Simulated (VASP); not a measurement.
The system is Pd.

```
CELL_PARAMETERS angstrom
2.74965 0.00000 0.00000
-1.37483 2.38127 0.00000
0.00000 0.00000 4.49018
ATOMIC_POSITIONS crystal
Pd 0.33333 0.66667 0.25000
Pd 0.66667 0.33333 0.75000
```

This isn't the form of Pd at room conditions, which is fcc.

| Item | Value |
| --- | --- |
| Program | VASP 6.6.1 |
| Task | relaxation of cell and atoms |
| Functional | PBEsol |
| Potentials or basis | VASP PAW PBE potentials, release 64 (Pd) |
| Cutoff | 580 eV |
| k mesh | 18 × 18 × 10 |
| Occupations | gaussian, width 0.1 eV |
| Spin | no spin polarisation |

At the start: pressure -1.4 GPa; volume 14.70 Å³/atom.

Problem. How do energy, volume and symmetry change on relaxing?

Solution. Over 8 steps the energy falls by 3.9 meV/atom and the volume is 14.59 Å³/atom (-0.7 %); space group P6_3/mmc (No. 194, to 0.05 Å).

Step by step:
```tsv
step	energy change (eV)	largest force (eV/Å)	pressure (GPa)	volume (Å³)
1	0.0000	0.0000	-1.44	29.40
2	-0.0042	0.0000	2.45	28.84
3	-0.0049	0.0000	1.37	28.99
4	-0.0077	0.0000	-0.01	29.18
5	-0.0078	0.0000	0.23	29.15
6	-0.0078	0.0000	0.19	29.16
7	-0.0078	0.0000	-0.23	29.21
8	-0.0078	0.0000	-0.01	29.18
```

Final structure:
```cif
data_structure
_symmetry_space_group_name_H-M 'P 1'
_symmetry_Int_Tables_number 1
_cell_length_a 2.7178
_cell_length_b 2.7178
_cell_length_c 4.5622
_cell_angle_alpha 90.000
_cell_angle_beta 90.000
_cell_angle_gamma 120.000
_cell_volume 29.18
loop_
_atom_site_label
_atom_site_type_symbol
_atom_site_fract_x
_atom_site_fract_y
_atom_site_fract_z
_atom_site_occupancy
Pd1 Pd 0.33333 0.66667 0.25000 1
Pd2 Pd 0.66667 0.33333 0.75000 1
```

Caveat: the PAW data sets were made with another functional, which shifts forces and pressure a little.
